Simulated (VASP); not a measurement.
Crystal: MoSe2.

```
Mo Se
1.0
     3.28800    0.00000    0.00000
    -1.64400    2.84749    0.00000
     0.00000    0.00000   12.90000
Mo Se
2 4
Direct
  0.33333 0.66667 0.25000
  0.66667 0.33333 0.75000
  0.33333 0.66667 0.62500
  0.66667 0.33333 0.12500
  0.33333 0.66667 0.87500
  0.66667 0.33333 0.37500
```

| Item | Value |
| --- | --- |
| Program | VASP 6.6.1 |
| Task | relaxation of cell and atoms |
| Functional | rev-vdW-DF2 |
| Potentials or basis | VASP PAW PBE potentials, release 64 (Mo_sv, Se) |
| Cutoff | 600 eV |
| k mesh | 9 × 9 × 2 |
| Occupations | gaussian, width 0.03 eV |
| Spin | no spin polarisation |

At the start: pressure 6.8 GPa; volume 20.13 Å³/atom.

Q: How do energy, volume and symmetry change on relaxing?

A: Over 16 steps the energy falls by 28.6 meV/atom and the volume is 20.53 Å³/atom (+2.0 %); space group P6_3/mmc (No. 194, to 0.05 Å).

Step by step:
```csv
step,energy change (eV),largest force (eV/Å),pressure (GPa),volume (Å³)
1,0.0000,1.2472,6.75,120.78
2,0.4134,1.6481,-10.99,136.18
3,-0.1638,0.0518,-0.78,125.79
4,-0.1641,0.0969,-0.49,125.57
5,-0.1641,0.1171,-0.38,125.48
6,-0.1688,0.0645,-0.01,124.66
7,-0.1689,0.0539,0.07,124.49
8,-0.1693,0.0080,-0.20,124.57
9,-0.1694,0.0019,-0.26,124.58
10,-0.1696,0.0025,-0.25,124.51
11,-0.1702,0.0023,-0.25,124.30
12,-0.1712,0.0035,-0.17,123.87
13,-0.1717,0.0054,-0.06,123.00
14,-0.1717,0.0048,-0.09,123.24
15,-0.1717,0.0130,0.07,123.12
16,-0.1718,0.0057,0.00,123.17
```

Final structure:
```
Mo Se
1.0
     3.30359    0.00000    0.00000
    -1.65179    2.86099    0.00000
     0.00000    0.00000   13.03158
Mo Se
2 4
Direct
  0.33333 0.66667 0.25000
  0.66667 0.33333 0.75000
  0.33333 0.66667 0.62133
  0.66667 0.33333 0.12133
  0.33333 0.66667 0.87867
  0.66667 0.33333 0.37867
```

Caveat: the PAW data sets were made with another functional, which shifts forces and pressure a little.
